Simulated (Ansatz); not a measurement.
**Hf2S: response to biaxial strain in the a-b plane**

An exercise on one series of results from a longer session: the logs are not shown, and one member is left open.

Computed with Ansatz 0.2.0 (DFT PBEsol, scalar-relativistic, plane waves, PAW, unless a step's input says otherwise).

### The system as given

It takes space group P6_3/mmc (No. 194, hexagonal). The conventional cell has a = 3.347 Å, b = 3.347 Å, c = 11.664 Å, α = 90.00°, β = 90.00°, γ = 120.00°. Hf (site symmetry 3m) has 3 S at 2.60 Å as nearest neighbours. Around S (site symmetry -6m2) lie 6 Hf at 2.60 Å.

Coordinates:

```
Hf S
1.0
     3.34653    0.00000    0.00000
    -1.67327    2.89818    0.00000
     0.00000    0.00000   11.66424
Hf S
4 2
Cartesian
  1.6733 0.9661 10.4817
  0.0000 1.9321 4.6496
  1.6733 0.9661 7.0147
  0.0000 1.9321 1.1825
  0.0000 0.0000 8.7482
  0.0000 0.0000 2.9161
```

It goes back to an entry of the Materials Project, which need not be the stable form.

This cell was relaxed beforehand with the same method: volume 18.85 Å³/atom, gap on the mesh none (metal).

Set-up of the first run:

input.yaml reads:

```yaml
crystal:
  lattice:
    - [3.3465310224, 0.0, 0.0]
    - [-1.6732655112, 2.8981808799, 0.0]
    - [0.0, 0.0, 11.6642358569]
  atoms:
    - { symbol: Hf, position: [0.6666666667, 0.3333333333, 0.8986176346] }
    - { symbol: Hf, position: [0.3333333333, 0.6666666667, 0.3986176346] }
    - { symbol: Hf, position: [0.6666666667, 0.3333333333, 0.6013823654] }
    - { symbol: Hf, position: [0.3333333333, 0.6666666667, 0.1013823654] }
    - { symbol: S, position: [0.0, 0.0, 0.75] }
    - { symbol: S, position: [0.0, 0.0, 0.25] }
basis:
  ecutwfc: 420
kpoints:
  mp_grid: { grid: [12, 12, 4] }
hamiltonian:
  xc: pbesol
scf:
  occupations: { method: gaussian, width: 0.1 }
output:
  forces: true
  stress: true
  eigenvalues: true
```

On the command line:

```bash
$ ansatz run input.yaml --threads 1 --pin off --max-ram 2560MiB --backend cpu --events-out ev --progress --plain --runs-dir out
```

Steps of the session up to this table: Reference cell for the strains; The cell strained by -1.5 %; The cell strained by +1.5 %; Strain -3.0 %; Strain +3.0 %; The cell strained by -4.5 %; Strain +4.5 %.

One table of the session follows, with a row left open; its other results are not shown here.

Lengths are those of the vectors of the cell that was run; stresses in GPa:

| strain (%) | ΔE (meV/atom) | a (Å) | b (Å) | c (Å) |
| --- | --- | --- | --- | --- |
| -4.5 | 58.4 | 3.196 | 3.196 | 12.055 |
| -3.0 | 25.1 | 3.246 | 3.246 | 11.928 |
| -1.5 | 6.3 | 3.296 | 3.296 | 11.797 |
| +0.0 | 0.0 | 3.347 | 3.347 | 11.664 |
| +1.5 | ? | ? | ? | ? |
| +3.0 | 23.4 | 3.447 | 3.447 | 11.440 |
| +4.5 | 52.1 | 3.497 | 3.497 | 11.339 |

Estimate the missing values for strain (%) = +1.5.

Worked estimate for «ΔE (meV/atom)». A straight line through the neighbours (0.0, 0.0) and (3.0, 23.4) gives 0.0 + (23.4 − 0.0) × (1.5 − 0.0) / (3.0 − 0.0) = 11.7; a parabola fitted to 4 rows on both sides gives 5.9.

**Answer.** ΔE (meV/atom): 5.7; a (Å): 3.397; b (Å): 3.397; c (Å): 11.546. In «ΔE (meV/atom)» the line misses by +6.0 and the parabola by +0.2.

ΔE is over the unstrained cell. Stress in GPa, positive in compression, on the Cartesian axes of the input. 
